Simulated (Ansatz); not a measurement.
input.yaml (Ansatz)

```yaml
crystal:
  lattice:
    - [3.6173810198, 0.0, 0.0]
    - [0.0, 3.6173810198, 0.0]
    - [0.0, 0.0, 3.6173810198]
  atoms:
    - { symbol: Yb, position: [0.0, 0.0, 0.0] }
hamiltonian:
  xc: revpbe
  pseudopotentials:
    kind: paw
    azcp:
      Yb: "pseudopotentials/Yb.paw.azcp"
basis:
  ecutwfc: 420
  fft_grid_basis: typed
kpoints:
  mp_grid: { grid: [10, 10, 10], shift: [0, 0, 0] }
magnetization:
  spin_polarized: false
scf:
  occupations: { method: fermi_dirac, width: 0.1 }
  lower_state_search: "off"
output:
  stress: true
```

Output

```
Engine: ansatz 0.2.0, aarch64-unknown-linux-gnu
Pseudopotentials: kind: paw
Pseudopotential: Yb, paw, valence charge 24, recommended cutoff 420 eV (normal) 
Functional definition: revPBE
  parameter kappa = 1.245
  parameter beta = 0.06672455060314922
  exchange = pbe_x(kappa = kappa, mu = beta*pi^2/3)
  correlation = pbe_c(beta = beta)
Crystal: 1 atoms, lattice volume = 47.335 Å³
Basis set: ecut = 420 eV, 925 PW (Γ)
Bands: 16, of which v1, the nominal top of the filled ones, is band 12 counted from 1 (11 counted from 0)
Symmetry: 48 space group operations
Space group: Pm-3m (ITA 221), of the structure as read, at distance tolerance 3.6e-5 Å
k-points: 56 of 1000
Non-local potential: Yb, projectors of the file, l = 0: 3, l = 1: 2, l = 2: 2, l = 3: 3
PAW form: soft (Blöchl's): semilocal exchange-correlation on the pseudo side does not see the compensation charge
PAW frozen core: Yb, regenerated for the run's functional, and the local potential with it (the file was generated under x = pbe(κ = 0.804, μ = 0.2195149727645171), c = pbe(β = 0.06672455060314922))
PAW one-centre angular grid: Yb, 590 points (default); XC on 64 Gauss nodes
Initial density: superposition of atomic densities (neutral atoms: chi_scale 0, normalization atom), corrected by the library's trained network
Initial wavefunctions: pseudopotential atomic-orbital guess
Functional: x = revpbe(κ = 1.245, μ = 0.2195149727645171), c = pbe(β = 0.06672455060314922)
SCF iter   1: F=—  HF=-13803.232948 eV  |F-HF|=—  |Δ(HF+E_count)|=         —  Δρ=1.30e-2  dr2=6.95e-2  ethr=1.77e-3  ⟨swp⟩=5.4  Hψ=4190  notcnv=0
SCF iter   2: F=—  HF=-13803.214899 eV  |F-HF|=—  |Δ(HF+E_count)|=   1.80e-2  Δρ=5.01e-3  dr2=1.10e-2  ethr=2.89e-4  ⟨swp⟩=2.0  Hψ=1981  notcnv=0
SCF iter   3: F=—  HF=-13803.212135 eV  |F-HF|=—  |Δ(HF+E_count)|=   2.76e-3  Δρ=2.68e-3  dr2=3.12e-3  ethr=4.59e-5  ⟨swp⟩=1.1  Hψ=918  notcnv=0
SCF iter   4: F=—  HF=-13803.211206 eV  |F-HF|=—  |Δ(HF+E_count)|=   9.29e-4  Δρ=3.96e-4  dr2=8.31e-5  ethr=1.30e-5  ⟨swp⟩=1.9  Hψ=1054  notcnv=0
SCF iter   5: F=—  HF=-13803.211225 eV  |F-HF|=—  |Δ(HF+E_count)|=   1.86e-5  Δρ=2.17e-4  dr2=3.32e-5  ethr=3.46e-7  ⟨swp⟩=2.0  Hψ=1509  notcnv=0
SCF iter   6: F=—  HF=-13803.211218 eV  |F-HF|=—  |Δ(HF+E_count)|=   6.63e-6  Δρ=8.76e-5  dr2=5.41e-6  ethr=1.38e-7  ⟨swp⟩=1.8  Hψ=1242  notcnv=0
SCF iter   7: F=—  HF=-13803.211217 eV  |F-HF|=—  |Δ(HF+E_count)|=   1.02e-6  Δρ=1.39e-5  dr2=1.30e-7  ethr=2.25e-8  ⟨swp⟩=2.2  Hψ=1416  notcnv=0
SCF iter   8: F=-13803.211217 eV  HF=-13803.211217 eV  |F-HF|=7.80e-10  |Δ(HF+E_count)|=   2.13e-8  Δρ=1.79e-6  dr2=2.00e-9  ethr=4.17e-10  ⟨swp⟩=5.2  Hψ=3621  notcnv=0
SCF 1 converged in 8 iterations: F = -13803.211217 eV  dr2 = 2.00e-9
SCF converged after 8 iterations
Free energy (F): -13803.211217 eV
Harris-Foulkes:  -13803.211217 eV  (|F-HF|=7.80e-10)
Internal energy: -13803.126119 eV  (E = F + TS)
E sigma→0 (E₀):  -13803.168668 eV
Entropy (-TS):   -0.085098 eV (-85.098 meV/atom)
Fermi energy:    7.583829 eV
--- Per-component energies (eV) ---
  E_band       = -78.521445
  E_kinetic    = 349.347773
  E_local      = -6961.844553  (includes V_loc(G=0)·N_el)
  E_nonlocal   = 556.629964
  E_hartree    = 3033.103797
  E_xc         = -161.020869
  E_vxc        = -199.831996  (∫ρ·V_xc dr)
  E_paw        = -7366.457123  (= ΣΔE_a)
  E_vpaw       = 110.974482  (= ΣTr[D̂ρ^β])
  E_aug_tail   = 0.000003  (compensation charges beyond the density's cutoff)
  E_ewald      = -3252.781598
  E_core_change = -0.103513  (= ΣΔE_core)
  E_smearing   = -0.085098  (= −TS)
  E_closure    = 0.000000  (closes the sum)
  Σ components = -13803.211217   (vs F -13803.211217, Δ=0.00e0)
--- Stress (GPa, compression-positive) ---
       -0.959164       0.000000       0.000000
        0.000000      -0.959164       0.000000
        0.000000       0.000000      -0.959164
  P = ⅓ Tr σ = -0.9592 GPa (-9.592 kbar)
```
